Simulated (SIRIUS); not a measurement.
**Sc in SIRIUS: convergence with k mesh**

Input of the first run (k mesh 2 × 2 × 1); the others differ in this setting and in those tied to it:

File sirius.json:

```json
{
  "control": {
    "processing_unit": "cpu",
    "verbosity": 2,
    "num_bands_to_print": 19,
    "print_forces": true,
    "print_stress": true
  },
  "parameters": {
    "electronic_structure_method": "pseudopotential",
    "xc_functionals": ["XC_GGA_X_PBE_SOL", "XC_GGA_C_PBE_SOL"],
    "gk_cutoff": 6.4,
    "pw_cutoff": 20.0,
    "ngridk": [2, 2, 1],
    "shiftk": [0, 0, 0],
    "smearing": "cold",
    "smearing_width": 0.0018374661,
    "num_bands": 19,
    "num_mag_dims": 0,
    "num_dft_iter": 100,
    "energy_tol": 1e-08,
    "density_tol": 1e-06
  },
  "iterative_solver": {
    "type": "davidson",
    "min_tolerance": 1e-10
  },
  "mixer": {
    "type": "anderson",
    "beta": 0.7,
    "max_history": 8
  },
  "settings": {
    "tol_ne": 1e-10
  },
  "unit_cell": {
    "lattice_vectors": [
      [6.253103746387, 0.0, 0.0],
      [-3.126551873193, 5.415346696828, 0.0],
      [0.0, 0.0, 9.965092772989]
    ],
    "atom_coordinate_units": "lattice",
    "atom_types": ["Sc"],
    "atom_files": {
      "Sc": "Sc.json"
    },
    "atoms": {
      "Sc": [
        [0.6666666667, 0.3333333333, 0.75],
        [0.3333333333, 0.6666666667, 0.25]
      ]
    }
  }
}
```

Potentials or basis: GBRV 1.5 PBEsol (ultrasoft).

Run with:

```sh
$ upf_to_json sc_pbesol_v1.uspp.F.UPF
$ OMP_NUM_THREADS=1 sirius.scf --input=sirius.json --output=out.json --task=0
```

Hardware: 1 thread of Arm Neoverse V1, with other jobs on the host.

| k mesh | energy less the tightest run (meV/atom) | pressure (GPa) | SCF cycles | CPU time (s) | peak memory (GiB) |
| --- | --- | --- | --- | --- | --- |
| 2 × 2 × 1 | -330.72 | -10.93 | 20 | 8.3 | 0.27 |
| 4 × 4 × 2 | -8.19 | -2.58 | 22 | 15 | 0.29 |
| 5 × 5 × 3 | 25.84 | -2.40 | 20 | 16 | 0.29 |
| 6 × 6 × 4 | -7.12 | -3.15 | 20 | 26 | 0.32 |
| 8 × 8 × 4 | -5.16 | -3.09 | 20 | 34 | 0.34 |
| 9 × 9 × 5 | 1.10 | -2.98 | 20 | 40 | 0.36 |
| 11 × 11 × 6 | -0.30 | -3.09 | 20 | 63 | 0.43 |
| 14 × 14 × 8 | 0.00 | -3.05 | 20 | 120 | 0.56 |

Against the tightest run, the energy stays within 1 meV/atom from 11 × 11 × 6 on; the pressure stays within 0.1 GPa from 8 × 8 × 4 on. Meshes of other sizes hit other points, so gaps and Fermi surfaces needn't settle smoothly. The tightest run that finished is the yardstick and may itself not be fully converged.
